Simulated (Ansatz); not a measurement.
## Step by step: Ga, 30 steps of 3.0 fs from 800 K

These are results of Ansatz 0.2.0, DFT, PBEsol, all-electron LAPW, scalar-relativistic, not measurements.

Command: `ansatz run input.yaml --threads 2 --pin off --max-ram 4096MiB --backend cpu --events-out ev --progress --plain --runs-dir out` The run took 19 min on 2 threads of Intel(R) Xeon(R) 6975P-C (Granite Rapids), on a shared host, peak memory 0.83 GiB.

```yaml
crystal:
  lattice:
    - [2.9, -8.13, 0.0]
    - [1.45, 4.065, 0.0]
    - [0.0, 0.0, 3.17]
  atoms:
    - { symbol: Ga, position: [0.4335, 0.133, 0.25] }
    - { symbol: Ga, position: [0.9335, 0.133, 0.25] }
    - { symbol: Ga, position: [0.0665, 0.867, 0.75] }
    - { symbol: Ga, position: [0.5665, 0.867, 0.75] }
kpoints:
  mp_grid: { grid: [4, 7, 6] }
scf:
  occupations: { method: fermi_dirac, width: 0.08 }
hamiltonian:
  xc: pbesol
  pseudopotentials: { kind: all_electron, lapw: { basis_error: 0.001 } }
output:
  forces: true
  stress: true
md:
  timestep: 3.0
  n_steps: 30
  ensemble: nvt_langevin
  temperature: 800
  initial_velocities: maxwell_boltzmann
  seed: 683962
```

The geometry is COD entry 9012485, unchecked; take it as a test cell.

Each frame lists Cartesian positions (Å) and forces (eV/Å). Free energies count from the first step, -211440.0923 eV.

Step 0 (t = 0.0 fs): E = 0.0 meV, T = 600 K

```
Ga    1.4500   -2.9837    0.7925     0.020   0.135   0.000
Ga    2.9000   -7.0487    0.7925     0.020   0.135   0.000
Ga    1.4500    2.9837    2.3775    -0.020  -0.135   0.000
Ga    2.9000   -1.0813    2.3775    -0.020  -0.135   0.000
```

Step 1 (t = 3.0 fs): E = +2.2 meV, T = 596 K

```
Ga    1.4438   -2.9718    0.7906     0.036   0.063   0.014
Ga    2.9029   -7.0623    0.7898     0.006   0.215   0.000
Ga    1.4597    2.9849    2.3697    -0.085  -0.173   0.003
Ga    2.8908   -1.0823    2.3892     0.043  -0.105  -0.017
```

Step 2 (t = 6.0 fs): E = +8.5 meV, T = 562 K

```
Ga    1.4393   -2.9604    0.7897     0.048  -0.007   0.022
Ga    2.9062   -7.0782    0.7892    -0.006   0.307  -0.005
Ga    1.4699    2.9865    2.3632    -0.152  -0.223   0.010
Ga    2.8813   -1.0835    2.3977     0.109  -0.077  -0.027
```

Step 3 (t = 9.0 fs): E = +19.8 meV, T = 639 K

```
Ga    1.4378   -2.9483    0.7903     0.052  -0.082   0.026
Ga    2.9090   -7.0961    0.7913    -0.010   0.412  -0.013
Ga    1.4818    2.9889    2.3591    -0.222  -0.288   0.020
Ga    2.8733   -1.0853    2.4050     0.179  -0.042  -0.032
```

Step 4 (t = 12.0 fs): E = +35.4 meV, T = 511 K

```
Ga    1.4380   -2.9372    0.7913     0.047  -0.153   0.030
Ga    2.9102   -7.1144    0.7938    -0.007   0.521  -0.022
Ga    1.4923    2.9917    2.3560    -0.287  -0.362   0.029
Ga    2.8645   -1.0876    2.4126     0.248  -0.006  -0.037
```

Step 5 (t = 15.0 fs):

```
Ga    1.4380   -2.9264    0.7905
Ga    2.9108   -7.1308    0.7945
Ga    1.5001    2.9941    2.3527
Ga    2.8545   -1.0904    2.4206
```

Step 6 (t = 18.0 fs): E = +75.9 meV, T = 555 K

```
Ga    1.4383   -2.9157    0.7893     0.032  -0.289   0.048
Ga    2.9115   -7.1472    0.7948    -0.004   0.718  -0.037
Ga    1.5076    2.9971    2.3486    -0.407  -0.497   0.045
Ga    2.8443   -1.0920    2.4302     0.379   0.067  -0.056
```

Step 7 (t = 21.0 fs): E = +102.4 meV, T = 537 K

```
Ga    1.4404   -2.9072    0.7896     0.018  -0.344   0.057
Ga    2.9109   -7.1651    0.7948    -0.001   0.828  -0.048
Ga    1.5160    2.9999    2.3440    -0.463  -0.578   0.057
Ga    2.8345   -1.0929    2.4404     0.446   0.095  -0.065
```

Step 8 (t = 24.0 fs): E = +131.9 meV, T = 692 K

```
Ga    1.4425   -2.9003    0.7898     0.005  -0.401   0.064
Ga    2.9088   -7.1825    0.7940     0.001   0.926  -0.067
Ga    1.5272    3.0001    2.3353    -0.523  -0.646   0.077
Ga    2.8250   -1.0944    2.4512     0.517   0.121  -0.074
```

Step 9 (t = 27.0 fs): E = +165.1 meV, T = 645 K

```
Ga    1.4445   -2.8950    0.7882    -0.003  -0.457   0.073
Ga    2.9069   -7.2002    0.7933    -0.003   1.022  -0.089
Ga    1.5414    2.9985    2.3258    -0.587  -0.707   0.100
Ga    2.8162   -1.0955    2.4623     0.592   0.142  -0.084
```

Step 10 (t = 30.0 fs): E = +201.6 meV, T = 780 K

```
Ga    1.4478   -2.8911    0.7852    -0.009  -0.506   0.088
Ga    2.9054   -7.2198    0.7912    -0.009   1.120  -0.106
Ga    1.5568    2.9954    2.3185    -0.649  -0.768   0.116
Ga    2.8092   -1.0956    2.4741     0.668   0.155  -0.098
```

Step 11 (t = 33.0 fs): E = +238.0 meV, T = 628 K

```
Ga    1.4503   -2.8857    0.7807    -0.010  -0.563   0.108
Ga    2.9042   -7.2383    0.7885    -0.020   1.199  -0.117
Ga    1.5722    2.9904    2.3131    -0.711  -0.808   0.124
Ga    2.8044   -1.0955    2.4870     0.741   0.172  -0.115
```

Step 12 (t = 36.0 fs): E = +270.8 meV, T = 691 K

```
Ga    1.4523   -2.8785    0.7725    -0.005  -0.624   0.138
Ga    2.9052   -7.2551    0.7862    -0.033   1.253  -0.119
Ga    1.5833    2.9825    2.3106    -0.770  -0.823   0.120
Ga    2.7998   -1.0946    2.5012     0.808   0.193  -0.139
```

Step 13 (t = 39.0 fs): E = +300.7 meV, T = 692 K

```
Ga    1.4563   -2.8726    0.7622    -0.002  -0.680   0.175
Ga    2.9072   -7.2732    0.7844    -0.042   1.298  -0.118
Ga    1.5905    2.9713    2.3099    -0.821  -0.832   0.109
Ga    2.7962   -1.0938    2.5151     0.864   0.214  -0.166
```

Step 14 (t = 42.0 fs): E = +320.7 meV, T = 393 K

```
Ga    1.4614   -2.8685    0.7532     0.003  -0.719   0.209
Ga    2.9089   -7.2885    0.7824    -0.047   1.317  -0.109
Ga    1.5955    2.9588    2.3117    -0.856  -0.826   0.089
Ga    2.7959   -1.0920    2.5258     0.900   0.228  -0.189
```

Step 15 (t = 45.0 fs): E = +330.5 meV, T = 351 K

```
Ga    1.4669   -2.8649    0.7453     0.007  -0.747   0.242
Ga    2.9110   -7.2980    0.7808    -0.048   1.310  -0.094
Ga    1.5979    2.9476    2.3152    -0.878  -0.801   0.063
Ga    2.7972   -1.0892    2.5363     0.920   0.238  -0.211
```

Step 16 (t = 48.0 fs): E = +336.1 meV, T = 320 K

```
Ga    1.4713   -2.8625    0.7370     0.015  -0.754   0.277
Ga    2.9131   -7.3050    0.7813    -0.049   1.299  -0.084
Ga    1.5986    2.9375    2.3183    -0.892  -0.777   0.041
Ga    2.7987   -1.0841    2.5477     0.927   0.233  -0.235
```

Step 17 (t = 51.0 fs): E = +341.7 meV, T = 514 K

```
Ga    1.4748   -2.8602    0.7281     0.033  -0.742   0.315
Ga    2.9154   -7.3131    0.7835    -0.055   1.294  -0.073
Ga    1.5985    2.9274    2.3236    -0.903  -0.758   0.017
Ga    2.8009   -1.0745    2.5590     0.925   0.206  -0.259
```

Step 18 (t = 54.0 fs): E = +345.0 meV, T = 489 K

```
Ga    1.4788   -2.8578    0.7187     0.059  -0.726   0.359
Ga    2.9196   -7.3188    0.7858    -0.062   1.271  -0.056
Ga    1.5979    2.9157    2.3311    -0.920  -0.719  -0.018
Ga    2.8018   -1.0629    2.5702     0.923   0.173  -0.285
```

Step 19 (t = 57.0 fs): E = +341.0 meV, T = 633 K

```
Ga    1.4833   -2.8568    0.7115     0.098  -0.697   0.399
Ga    2.9268   -7.3222    0.7868    -0.070   1.221  -0.033
Ga    1.5949    2.9006    2.3393    -0.937  -0.653  -0.058
Ga    2.8018   -1.0497    2.5797     0.909   0.128  -0.307
```

Step 20 (t = 60.0 fs): E = +336.5 meV, T = 701 K

```
Ga    1.4876   -2.8551    0.7076     0.149  -0.654   0.431
Ga    2.9351   -7.3289    0.7877    -0.082   1.182  -0.012
Ga    1.5894    2.8841    2.3487    -0.947  -0.595  -0.095
Ga    2.8028   -1.0337    2.5861     0.880   0.067  -0.324
```

Step 21 (t = 63.0 fs): E = +335.0 meV, T = 584 K

```
Ga    1.4915   -2.8540    0.7033     0.197  -0.603   0.466
Ga    2.9414   -7.3369    0.7898    -0.092   1.154   0.010
Ga    1.5831    2.8689    2.3604    -0.953  -0.552  -0.135
Ga    2.8038   -1.0179    2.5902     0.848   0.001  -0.341
```

Step 22 (t = 66.0 fs): E = +334.0 meV, T = 715 K

```
Ga    1.4950   -2.8555    0.6964     0.246  -0.542   0.511
Ga    2.9466   -7.3429    0.7928    -0.103   1.114   0.033
Ga    1.5771    2.8530    2.3733    -0.959  -0.497  -0.181
Ga    2.8037   -1.0030    2.5942     0.816  -0.076  -0.364
```

Step 23 (t = 69.0 fs): E = +333.0 meV, T = 784 K

```
Ga    1.4986   -2.8582    0.6874     0.301  -0.468   0.566
Ga    2.9531   -7.3462    0.7970    -0.116   1.057   0.055
Ga    1.5705    2.8357    2.3868    -0.963  -0.421  -0.228
Ga    2.8036   -0.9876    2.5994     0.778  -0.167  -0.393
```

Step 24 (t = 72.0 fs): E = +328.0 meV, T = 725 K

```
Ga    1.5031   -2.8630    0.6793     0.356  -0.376   0.619
Ga    2.9600   -7.3458    0.8030    -0.130   0.980   0.070
Ga    1.5633    2.8182    2.3998    -0.954  -0.331  -0.266
Ga    2.8053   -0.9733    2.6045     0.729  -0.273  -0.423
```

Step 25 (t = 75.0 fs): E = +317.2 meV, T = 742 K

```
Ga    1.5094   -2.8697    0.6734     0.404  -0.260   0.662
Ga    2.9654   -7.3429    0.8093    -0.141   0.888   0.078
Ga    1.5543    2.7999    2.4102    -0.927  -0.238  -0.288
Ga    2.8087   -0.9593    2.6065     0.664  -0.390  -0.452
```

Step 26 (t = 78.0 fs): E = +305.2 meV, T = 675 K

```
Ga    1.5198   -2.8771    0.6693     0.432  -0.137   0.698
Ga    2.9689   -7.3403    0.8137    -0.144   0.801   0.084
Ga    1.5433    2.7821    2.4191    -0.883  -0.163  -0.300
Ga    2.8124   -0.9469    2.6080     0.596  -0.501  -0.483
```

Step 27 (t = 81.0 fs): E = +297.1 meV, T = 655 K

```
Ga    1.5309   -2.8848    0.6654     0.452  -0.019   0.736
Ga    2.9711   -7.3377    0.8157    -0.146   0.721   0.098
Ga    1.5332    2.7659    2.4308    -0.839  -0.096  -0.320
Ga    2.8163   -0.9366    2.6086     0.533  -0.605  -0.514
```

Step 28 (t = 84.0 fs): E = +289.9 meV, T = 603 K

```
Ga    1.5412   -2.8898    0.6620     0.468   0.069   0.768
Ga    2.9713   -7.3332    0.8172    -0.146   0.644   0.115
Ga    1.5231    2.7520    2.4457    -0.800  -0.030  -0.345
Ga    2.8200   -0.9276    2.6053     0.478  -0.684  -0.537
```

Step 29 (t = 87.0 fs): E = +278.0 meV, T = 631 K

```
Ga    1.5527   -2.8933    0.6619     0.468   0.122   0.781
Ga    2.9689   -7.3273    0.8184    -0.140   0.572   0.131
Ga    1.5124    2.7401    2.4619    -0.760   0.026  -0.365
Ga    2.8220   -0.9217    2.5987     0.432  -0.720  -0.547
```

Step 30 (t = 90.0 fs): E = +262.5 meV, T = 539 K

```
Ga    1.5626   -2.8969    0.6655     0.458   0.155   0.775
Ga    2.9645   -7.3228    0.8185    -0.132   0.511   0.146
Ga    1.5012    2.7295    2.4771    -0.716   0.066  -0.377
Ga    2.8233   -0.9183    2.5892     0.390  -0.732  -0.544
```

(1) Give the energy and forces of step 5.

(2) What is the mean temperature over the last 16 frames?

## Answers

(1) E = +53.6 meV, T = 492 K
```
Ga    1.4380   -2.9264    0.7905     0.040  -0.224   0.038
Ga    2.9108   -7.1308    0.7945    -0.005   0.617  -0.029
Ga    1.5001    2.9941    2.3527    -0.348  -0.426   0.037
Ga    2.8545   -1.0904    2.4206     0.313   0.033  -0.045
```

(2) 604 K; so short a run of so small a cell isn't equilibrated.
